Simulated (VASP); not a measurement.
# Sc: intraband terms of a metal's spectrum

Sc, I4/mcm (no. 140), 4 atoms in the cell. PBE, independent-particle dielectric function; PAW potentials Sc_sv (PBE set).

## Input

INCAR.step1:
```
SYSTEM = Sc
  PREC = Accurate
  ENCUT = 260
  ISMEAR = 1
  SIGMA = 0.1
  EDIFF = 1E-7
  LASPH = .True.
  KPAR = 4
  LWAVE = .False.
  LCHARG = .True.
  LMAXMIX = 4
```

INCAR.step2:
```
SYSTEM = Sc
  PREC = Accurate
  ENCUT = 260
  ISMEAR = 0
  SIGMA = 0.3
  EDIFF = 1E-6
  LASPH = .True.
  KPAR = 4
  LWAVE = .True.
  LCHARG = .False.
  LMAXMIX = 4
  ICHARG = 11
  NBANDS = 48
  NEDOS = 3000
  OMEGAMAX = 30
  CSHIFT = 0.1
```

INCAR.step3, as INCAR.step2 but for:
```
- LWAVE = .True.
+ LWAVE = .False.
+ LOPTICS = .True.
+ ALGO = None
+ NELM = 1
+ ISTART = 1
```

INCAR.step4, as INCAR.step3 but for:
```
+ WPLASMAI = 0.03
```

INCAR.step5 to INCAR.step6 change the same tag again: WPLASMAI = 0.1, 0.3.

INCAR.step7, as INCAR.step6 but for:
```
- WPLASMAI = 0.3
+ RTIME = 20
```

INCAR.step8, as INCAR.step7 but for:
```
- RTIME = 20
+ RTIME = 5
```

INCAR.step9, as INCAR.step8 but for:
```
- RTIME = 5
+ LNABLA = .True.
```

INCAR.step10, as INCAR.step9 but for:
```
- ISMEAR = 0
- LNABLA = .True.
+ ISMEAR = -5
```

KPOINTS.step1:
```
k-points
0
Gamma
  7 7 7
```

KPOINTS.step2:
```
k-points
0
Gamma
  8 8 8
```

POSCAR:
```
Sc
1.0
   -3.0880123167      3.0880123167      2.7062434742
    3.0880123167     -3.0880123167      2.7062434742
    3.0880123167      3.0880123167     -2.7062434742
Sc
4
Direct
    0.8362695100      0.6637304900      0.5000000000
    0.3362695100      0.8362695100      0.1725390200
    0.6637304900      0.1637304900      0.8274609800
    0.1637304900      0.3362695100      0.5000000000
```

Commands (each step's output is kept before the next begins):
```
cat potpaw_PBE.64/Sc_sv/POTCAR > POTCAR
cp INCAR.step1 INCAR
cp KPOINTS.step1 KPOINTS
mpirun -np 4 vasp_std > vasp.out
cp INCAR.step2 INCAR
cp KPOINTS.step2 KPOINTS
mpirun -np 4 vasp_std > vasp.out
cp INCAR.step3 INCAR
mpirun -np 4 vasp_std > vasp.out
cp INCAR.step4 INCAR
mpirun -np 4 vasp_std > vasp.out
cp INCAR.step5 INCAR
mpirun -np 4 vasp_std > vasp.out
cp INCAR.step6 INCAR
mpirun -np 4 vasp_std > vasp.out
cp INCAR.step7 INCAR
mpirun -np 4 vasp_std > vasp.out
cp INCAR.step8 INCAR
mpirun -np 4 vasp_std > vasp.out
cp INCAR.step9 INCAR
mpirun -np 4 vasp_std > vasp.out
cp INCAR.step10 INCAR
mpirun -np 4 vasp_std > vasp.out
```

## Result

- Bands: 48

One ground state, settings moved in the last step alone:

| Settings | Plasma frequency (eV) | Im ε at 0.5 eV | Im ε at 1 eV | Im ε at 2 eV | Im ε at 4 eV | Time (s) |
|---|---|---|---|---|---|---|
| interband part alone | 2.34 | 33.7 | 32.0 | 22.0 | 5.6 | 10 |
| Drude term, WPLASMAI 0.03 | 2.34 | 35.0 | 32.2 | 22.0 | 5.6 | 16 |
| Drude term, WPLASMAI 0.1 | 2.34 | 37.9 | 32.5 | 22.0 | 5.6 | 13 |
| Drude term, WPLASMAI 0.3 | 2.34 | 43.4 | 33.5 | 22.2 | 5.6 | 10 |
| relaxation time RTIME 20 fs | 2.34 | 35.2 | 32.2 | 22.0 | 5.6 | 12 |
| relaxation time RTIME 5 fs | 2.34 | 39.1 | 32.7 | 22.0 | 5.6 | 14 |
| transversal form (LNABLA) | 2.19 | 30.8 | 29.0 | 20.1 | 5.3 | 11 |
| tetrahedron method | – | – | – | – | – | no result |

VASP 6.6.1 took 129 s on 4 cores (Intel Xeon Platinum 8259CL @ 2.50GHz (Skylake/Cascade Lake)), a shared host.
